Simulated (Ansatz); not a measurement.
Starting cell, LiI (rock salt):

```yaml
crystal:
  lattice:
    - [0.00000, 6.01819, 6.01819]
    - [3.00909, 3.00909, 6.01819]
    - [3.00909, 3.00909, 0.00000]
  atoms:
    - { symbol: I, position: [0.00000, 0.00000, 0.00000] }
    - { symbol: I, position: [0.50000, 0.00000, 0.00000] }
    - { symbol: Li, position: [0.00000, 0.50000, 0.50000] }
    - { symbol: Li, position: [0.50000, 0.50000, 0.50000] }
```

The atoms are displaced by Q × the pattern below (from a DFPT mode at X = (0.5, 0.5, 0.0), largest move 1; Q in Å), at fixed cell. It is one choice among 2 degenerate patterns. (q is in reciprocal vectors of the primitive cell; the cell shown is doubled to hold the pattern.)

| atom | x | y | z |
|---|---|---|---|
| I1 | 0.000 | -0.057 | 0.000 |
| I2 | 0.000 | 0.057 | 0.000 |
| Li3 | 0.000 | -1.000 | 0.000 |
| Li4 | 0.000 | 1.000 | 0.000 |

The numbers are results of r2SCAN (plane waves to 500 eV, PAW, scalar-relativistic; Ansatz, a program for electronic structure), not measurements. k mesh 10×10×10 (Γ-centred), Fermi-Dirac smearing 0.05 eV. The energy includes the smearing's −TS. Compression counts positive. LiI was relaxed with its symmetry unable to fall. Spin-orbit coupling is left out, though I is heavy. The zero of ΔE is the undisplaced structure.

Q: Give the computed ΔE (meV/cell) and P (GPa) at Q (Å) = -0.180, -0.150, -0.120, -0.060, -0.030, 0.090, 0.120, 0.150.

A: 
| Q (Å) | ΔE (meV/cell) | P (GPa) |
|---|---|---|
| -0.180 | 17.6 | 0.21 |
| -0.150 | 11.7 | 0.15 |
| -0.120 | 7.2 | 0.09 |
| -0.060 | 1.7 | 0.03 |
| -0.030 | 0.4 | 0.01 |
| 0.090 | 3.9 | 0.06 |
| 0.120 | 7.2 | 0.09 |
| 0.150 | 11.7 | 0.15 |

(For displaced atoms, the force is minus the slope of the energy, and its curvature is a force constant, which sets phonon frequencies.)
